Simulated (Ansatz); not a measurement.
CuO (Tenorite):

```
Cu O
1.0
     2.34465   -1.71340    0.00000
     2.34465    1.71340    0.00000
    -0.86055    0.00000    5.05944
Cu O
2 2
Direct
  0.49680 0.00320 0.50000
  0.00320 0.49680 0.00000
  0.40560 0.57140 0.75370
  0.57140 0.40560 0.25370
```

- Program: Ansatz 0.2.0
- Task: relaxation of cell and atoms
- Functional: LDA
- Potentials or basis: all-electron LAPW, scalar-relativistic
- Basis error allowed: 0.002 eV/atom
- k mesh: 8 × 8 × 4
- Occupations: fermi-dirac, width 0.05 eV
- Spin: no spin polarisation

At the start: volume 10.16 Å³/atom.

**Question.** Where does the relaxation end?

**Answer.** Over 12 steps the energy falls by 64.4 meV/atom and the volume is 10.28 Å³/atom (+1.1 %); space group P4_2/mmc (No. 131, to 0.05 Å).

Step by step:
| step | energy change (eV) | largest force (eV/Å) | volume (Å³) |
| --- | --- | --- | --- |
| 1 | 0.0000 | 0.7999 | 40.65 |
| 2 | -0.0802 | 0.6431 | 39.84 |
| 3 | -0.1631 | 0.1442 | 38.92 |
| 4 | -0.2082 | 0.0245 | 40.10 |
| 5 | -0.2388 | 0.1147 | 41.13 |
| 6 | -0.2499 | 0.0005 | 41.02 |
| 7 | -0.2508 | 0.0007 | 41.07 |
| 8 | -0.2508 | 0.0001 | 41.09 |
| 9 | -0.2569 | 0.0001 | 41.09 |
| 10 | -0.2575 | 0.0002 | 41.10 |
| 11 | -0.2575 | 0.0007 | 41.11 |
| 12 | -0.2576 | 0.0007 | 41.11 |

Final structure:
```
Cu O
1.0
     2.01300   -2.01605    0.15891
     2.01300    2.01605    0.15891
    -0.39593    0.00000    5.03339
Cu O
2 2
Direct
  0.49427 0.99424 0.50185
  0.99424 0.49427 0.00185
  0.49429 0.49420 0.75185
  0.49420 0.49429 0.25185
```

Caveat: the k mesh is thin for a metal, which can move the energy by tens of meV per atom; the run has no spin polarisation, though such a crystal can be magnetic.
